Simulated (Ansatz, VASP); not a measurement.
## ZrB: VASP beside Ansatz

File INCAR:

```
SYSTEM = ZrB
PREC = Accurate ; ENCUT = 520
EDIFF = 1E-6 ; ISMEAR = 0
SIGMA = 0.15 ; LREAL = .FALSE.
LASPH = .TRUE. ; NELM = 60
ALGO = Normal ; ISIF = 2
LWAVE = .FALSE. ; LCHARG = .TRUE.
LELF = .TRUE. ; LVHAR = .TRUE.
NBANDS = 14
```

KPOINTS

```
regular mesh
0
G
  18 18 18
  0 0 0
```

The input POSCAR:

```
ZrB
1.0
    0.0000000000      2.5481973479      2.2569383910
    2.5481973479      0.0000000000      2.2569383910
    2.5481973479      2.5481973479      0.0000000000
Zr B
1 1
Direct
    0.0000000000      0.0000000000      0.0000000000
    0.5000000000      0.5000000000      0.5000000000
```

Input for Ansatz:

```yaml
crystal:
  lattice:
    - [0.0, 2.5481973479, 2.256938391]
    - [2.5481973479, 0.0, 2.256938391]
    - [2.5481973479, 2.5481973479, 0.0]
  atoms:
    - { symbol: Zr, position: [0.0, 0.0, 0.0] }
    - { symbol: B, position: [0.5, 0.5, 0.5] }
basis:
  ecutwfc: 520.0
kpoints:
  mp_grid: { grid: [18, 18, 18] }
hamiltonian:
  xc: lda
scf:
  occupations: { method: gaussian, width: 0.15 }
output:
  forces: true
  stress: true
  eigenvalues: true
```

Alike in both runs: task single point; functional LDA; k mesh 18 × 18 × 18; occupations gaussian, width 0.15 eV; no spin polarisation.

```csv
,VASP,Ansatz
version,VASP 6.6.1,Ansatz 0.2.0
potentials or method,"VASP PAW LDA potentials, release 64 (Zr_sv, B)","scalar-relativistic, plane waves, PAW"
plane-wave cutoff (eV),520,520
valence electrons in the cell,15,15
```

VASP gave:

```
gap on the k mesh at the Fermi level (eV)       : none
pressure (GPa)                                  : -2.9
largest component of the traceless stress (GPa) : 23.72
```

Problem. Estimate Ansatz's values.

Solution. gap on the k mesh at the Fermi level (eV): none; pressure (GPa): -3.2; largest component of the traceless stress (GPa): 23.67.

A gap of «none» marks a metal or a gap that the smearing closes.
